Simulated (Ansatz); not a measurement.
Fe2Ge:

```
Ge Fe
1.0
     4.13287    0.00000    0.00000
    -2.06643    3.57917    0.00000
     0.00000    0.00000    5.00875
Ge Fe
2 4
Direct
  0.33333 0.66667 0.75000
  0.66667 0.33333 0.25000
  0.33333 0.66667 0.25000
  0.66667 0.33333 0.75000
  0.00000 0.00000 0.50000
  0.00000 0.00000 0.00000
```

The cell is a database's computed one.

Base run:

- Program: Ansatz 0.2.0
- Functional: PBEsol
- Potentials or basis: Ansatz PAW
- Cutoff: 420 eV (not typed: the program's choice for these potentials)
- k mesh: 8 × 8 × 6
- Occupations: fermi-dirac, width 0.05 eV
- Spin: no spin polarisation

Its results: band gap on the k mesh none (metal or under the smearing width); pressure -18.7 GPa.

Task: The run is repeated on the same cell with these changes: spin from no spin polarisation to collinear spin, random start. What comes out?

Result: Band gap on the k mesh none (metal or under the smearing width); pressure -9.1 GPa; net moment 7.61 μB per cell; site moments Ge -0.06; Fe +1.47, +2.40 μB.

Caveats: the PAW data sets come from PBE, with cores solved anew for the run's functional, which leaves a small shift of forces and pressure.
